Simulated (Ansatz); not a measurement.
A plane-wave DFT run in Ansatz 0.2.0 (scalar-relativistic PAW potentials unless the input names others): input and command.

```yaml
crystal:
  lattice:
    - [-3.1900701689, 0.0, 0.0]
    - [0.0, -3.1900701689, 0.0]
    - [0.0, 0.0, 16.3927680287]
  atoms:
    - { symbol: Si, position: [0.0, 0.0, 0.91491385] }
    - { symbol: Si, position: [0.5, 0.5, 0.6763518206] }
    - { symbol: Si, position: [0.0, 0.0, 0.4377897913] }
    - { symbol: Si, position: [0.5, 0.5, 0.199227762] }
    - { symbol: Si, position: [0.0, 0.0, 0.118059737] }
    - { symbol: Si, position: [0.5, 0.5, 0.833745825] }
    - { symbol: Si, position: [0.0, 0.0, 0.5951837957] }
    - { symbol: Si, position: [0.5, 0.5, 0.3566217663] }
    - { symbol: Mo, position: [0.5, 0.5, 0.5164867935] }
    - { symbol: Mo, position: [1.0, 1.0, 0.2779247642] }
    - { symbol: Mo, position: [0.5, 0.5, 0.0393627348] }
    - { symbol: Mo, position: [1.0, 1.0, 0.7550488228] }
basis:
  ecutwfc: "400 K"
kpoints:
  mp_grid: { grid: [15, 15, 3] }
hamiltonian:
  xc: pbesol
scf:
  occupations: { method: gaussian, width: 0.15 }
  max_iter: 50
output:
  forces: true
  eigenvalues: true
  stress: true
```

```bash
ansatz run input.yaml --threads 2 --pin off --max-ram 5120MiB --backend cpu --events-out ev --progress --plain --runs-dir out
```

Problem. Will this input run?

Solution. The program refuses it, because of a cutoff in the wrong unit (basis.ecutwfc: 420 → "400 K"). With the sound run's settings it is accepted.

Abridged log:
```
Error: inconsistent input (basis.ecutwfc, kpoints): the smallest per-k basis holds n_pw = 0 plane waves (k-point 1, counted from 0 among those solved) but the deck needs at least 45 band(s) per channel, and no run solves more bands than the smallest per-k basis has plane waves; raise basis.ecutwfc until the smallest per-k basis, which caps the automatic band count, holds at least 45 plane waves
```